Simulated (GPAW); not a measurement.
Runs of GPAW 26.7.0 on CuO. It takes space group Cccm (No. 66, orthorhombic). The conventional cell has a = 3.982 Å, b = 4.307 Å, c = 5.156 Å, α = 90.00°, β = 90.00°, γ = 90.00°. Around Cu (site symmetry 2/m) lie 4 O at 1.95 Å. Around O (site symmetry 222) lie 4 Cu at 1.95 Å. Measurements of this composition are mostly on another form, of space group No. 15.

```tsv
task	level	potentials or basis	cell	k mesh	band path	band points	mesh quality	gap on the mesh (eV)	pressure (GPa)
single point	PBE	GPAW PAW data sets (gpaw-data 1.2.1), pw	atoms moved at random, drawn with an rms of 0.05 Å	9 × 9 × 5	-	-	not flagged	none	3.7
single point	TB-mBJ	GPAW PAW data sets for LDA (gpaw-data 1.2.1), pw	as given	6 × 6 × 3	-	-	coarse	none	-
band structure	LDA	the program's PAW data sets (release 1.2.1) made for this functional, pw	as given	6 × 6 × 3	GXSRAZGYX1A1TY,ZT	80	coarse	-	-10.9
band structure	PBE	GPAW PAW data sets (gpaw-data 1.2.1), pw	as given	6 × 6 × 3	GXSRAZGYX1A1TY,ZT	80	coarse	-	(a)
```

Alike in all rows: no spin polarisation; cutoff (eV) 800; smearing fermi-dirac 0.05 eV.

Task: Estimate the missing entries.

Result: (a) 3.4.

Caveats: some runs use coarse meshes; the run has no spin polarisation, though such a crystal can be magnetic; semilocal functionals often make such compounds metallic where correlation or magnetic order opens a gap, which also shifts bond lengths; with this Cu data set, volumes or pressures lay over 1.5 % or 2 GPa off other programs in two to four cells of ten (some runs); a model potential gives levels but no total energy (some runs); the PAW data sets were made with another functional, which shifts forces and pressure a little (some runs).

A gap of «none» marks a metal or a gap under the smearing width.
